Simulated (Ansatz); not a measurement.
Input and command of a plane-wave DFT calculation in Ansatz:

```yaml
crystal:
  lattice:
    - [-3.275352224, 3.275352224, 2.582823393]
    - [3.275352224, -3.275352224, 2.582823393]
    - [3.275352224, 3.275352224, -2.582823393]
  atoms:
    - { symbol: Hf, position: [0.84351362, 0.65648638, 0.5] }
    - { symbol: Hf, position: [0.34351362, 0.84351362, 0.18702724] }
    - { symbol: Hf, position: [0.15648638, 0.34351362, 0.5] }
    - { symbol: Hf, position: [0.65648638, 0.15648638, 0.81297276] }
    - { symbol: Si, position: [0.75, 0.75, 0.0] }
    - { symbol: Si, position: [0.25, 0.25, 0.0] }
basis:
  ecutwfc: 420
kpoints:
  mp_grid: { grid: [10, 10, 10] }
hamiltonian:
  xc: pbesol
scf:
  occupations: { method: fixed }
output:
  forces: true
  stress: true
  eigenvalues: true
```

```bash
ansatz run input.yaml --threads 1 --pin off --max-ram 2560MiB --backend cpu --events-out ev --progress --plain --runs-dir out
```

Processor: Intel(R) Xeon(R) Processor @ 2.50GHz (Skylake/Cascade Lake), 1 thread, on a host shared with other jobs.

Problem. Estimate time, memory and problem size.

Solution. About 84 s on 1 thread of Intel(R) Xeon(R) Processor @ 2.50GHz (Skylake/Cascade Lake), on a shared host, peak memory 0.76 GiB. It solves 68 bands at 102 k points (the mesh reduced by symmetry) with about 2153 plane waves, in 7 SCF iterations.
